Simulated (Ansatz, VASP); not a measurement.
## AgCl (Chlorargyrite): VASP beside Ansatz

The input INCAR:

```
  PREC = Accurate
  ENCUT = 520
  EDIFF = 1E-6
  ISMEAR = 0
  SIGMA = 0.01
  LREAL = False
  LASPH = True
  NELM = 60
  ALGO = Normal
  ISIF = 2
  LWAVE = False
  LCHARG = False
  GGA = PE
  NBANDS = 16
```

File KPOINTS:

```
regular mesh
0
Gamma
  6 6 6
```

The input POSCAR:

```
AgCl
1.0
    0.0000000000      2.7731725651      2.7731725651
    2.7731725651      0.0000000000      2.7731725651
    2.7731725651      2.7731725651      0.0000000000
Ag Cl
1 1
Direct
    0.0000000000      0.0000000000      0.0000000000
    0.5000000000      0.5000000000      0.5000000000
```

Input for Ansatz:

```yaml
crystal:
  lattice:
    - [0.0, 2.7731725651, 2.7731725651]
    - [2.7731725651, 0.0, 2.7731725651]
    - [2.7731725651, 2.7731725651, 0.0]
  atoms:
    - { symbol: Ag, position: [0.0, 0.0, 0.0] }
    - { symbol: Cl, position: [0.5, 0.5, 0.5] }
kpoints:
  mp_grid: { grid: [6, 6, 6] }
hamiltonian:
  xc: pbe
scf:
  occupations: { method: fixed }
  n_extra_bands: 4
output:
  forces: true
  stress: true
  eigenvalues: true
```

Alike in both runs: task single point; functional PBE; k mesh 6 × 6 × 6; no spin polarisation.

|  | VASP | Ansatz |
| --- | --- | --- |
| version | VASP 6.6.1 | Ansatz 0.2.0 |
| potentials or method | VASP PAW PBE potentials, release 64 (Ag, Cl) | plane waves, PAW |
| plane-wave cutoff (eV) | 520 | 420 |
| occupations | gaussian, width 0.01 eV | fixed |
| valence electrons in the cell | 18 | 26 |

|  | VASP | Ansatz | Ansatz less VASP |
| --- | --- | --- | --- |
| gap on the k mesh at the Fermi level (eV) | 0.91 | 0.91 | +0.003 |
| pressure (GPa) | 1.5 | 1.6 | +0.15 |

The two sets of potentials don't hold the same shells in valence.

A k mesh can miss the band edges.
